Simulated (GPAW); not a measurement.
HfO2:

```
Hf O
1.0
     3.55802    0.00000    0.00000
     0.00000    3.55802    0.00000
     0.00000    0.00000    5.17186
Hf O
2 4
Direct
  0.00000 0.00000 0.00000
  0.50000 0.50000 0.50000
  0.00000 0.50000 0.19721
  0.50000 0.00000 0.30279
  0.50000 0.00000 0.80279
  0.00000 0.50000 0.69721
```

Measurements of this composition are mostly on another form, of space group No. 14.

Base run:

* Program: GPAW 26.7.0
* Functional: PBE
* Potentials or basis: GPAW PAW data sets (gpaw-data 1.2.1)
* Cutoff: 650 eV
* Basis: pw
* k mesh: 6 × 6 × 4
* Occupations: fermi-dirac, width 0.001 eV
* Spin: no spin polarisation

Its results: band gap on the k mesh 4.75 eV, indirect (least direct gap 4.83 eV); electronic dielectric tensor (diagonal) 4.62, 4.62, 4.21.

**Question.** The run is repeated on the same cell with these changes: hubbard terms from none to Hf d U = 2.0 eV. What comes out?

**Answer.** Band gap on the k mesh 5.13 eV, indirect (least direct gap 5.20 eV); electronic dielectric tensor (diagonal) 4.32, 4.32, 4.02.

The U term pushes filled and empty states of the shell apart.

Caveats: the long-wavelength limit can be off by several per cent where d states take part; spin-orbit coupling is left out, which moves the levels of the heavy elements; an odd mesh through Γ misses points on the zone boundary, where band edges often lie; response on these states lacks terms of the Hamiltonian (some runs).
